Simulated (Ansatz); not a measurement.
What does this script print? It uses Ansatz's Python interface.

`run_gw.py`:
```python
"""Quasiparticle gap of PbI2 by G0W0."""

import warnings

import ansatz as az
from pymatgen.core import Lattice, Structure
from pymatgen.io.ase import AseAtomsAdaptor


def main() -> None:
    warnings.simplefilter("ignore", az.DeckWarning)

    pmg_structure = Structure(
        Lattice([(4.555, 0.0, 0.0), (-2.2775, 3.944746, 0.0), (0.0, 0.0, 6.977)]),
        ["Pb", "I", "I"],
        [
            (0.0, 0.0, 0.0),
            (1 / 3, 2 / 3, 0.265),
            (2 / 3, 1 / 3, 0.735),
        ],
    )
    system = az.Crystal.from_ase(AseAtomsAdaptor.get_atoms(pmg_structure))

    model = (
        system.calculation()
        .functional("pbesol")
        .pseudopotentials("paw")
        .kpoints(mesh=(3, 3, 2))
        .occupations("fixed")  # no smearing
        .gw(empty_bands=40, screening_cutoff=80, quasiparticle_bands=("v3", "c1"))
    )
    events = []
    outcome = model.session().plan().execute(on_event=events.append, runs_dir="gw_run")
    gw = next(e["data"] for e in events if e["event"] == "gw_qp")
    top = gw["frontier_bands"]["highest_filled_band"]
    for qp in gw["qp"]:
        if qp["ik"] == 0:
            print("band", qp["band"], "shift", round(qp["e_qp_ev"] - qp["eps_ks_ev"], 3), "eV, Z =", round(qp["z"], 3))
    for key, label in (("eps_ks_ev", "Kohn-Sham"), ("e_qp_ev", "G0W0")):
        filled = max(qp[key] for qp in gw["qp"] if qp["band"] <= top)
        empty = min(qp[key] for qp in gw["qp"] if qp["band"] > top)
        print(f"{label} gap on the mesh: {empty - filled:.3f} eV")
    print("static dielectric eigenvalues (RPA, this mesh):", [round(e, 3) for e in gw["screening"][0]["eps_tensor_eigenvalues"]])


if __name__ == "__main__":
    main()
```

```console
$ python run_gw.py
band 22 shift -0.121 eV, Z = 0.783
band 23 shift -0.121 eV, Z = 0.783
band 24 shift 0.011 eV, Z = 0.784
band 25 shift 0.952 eV, Z = 0.812
Kohn-Sham gap on the mesh: 2.115 eV
G0W0 gap on the mesh: 2.887 eV
static dielectric eigenvalues (RPA, this mesh): [5.055, 6.95, 6.95]
```

What to keep in mind:
- Energy and stress may still move on a finer k-point mesh.
- The structure is a deposited one; some such entries were measured under pressure or heat, so a shift against it needn't be the functional's error alone.
- Mesh, empty bands and screening cutoff are small, so the quasiparticle gap isn't converged, and it is read on the mesh points alone. Spin-orbit coupling is left out, which matters for heavy elements.
- Wall time of the script: 13 s on 1 thread of Arm Neoverse V2, with other jobs on the host, peak memory 0.47 GiB.
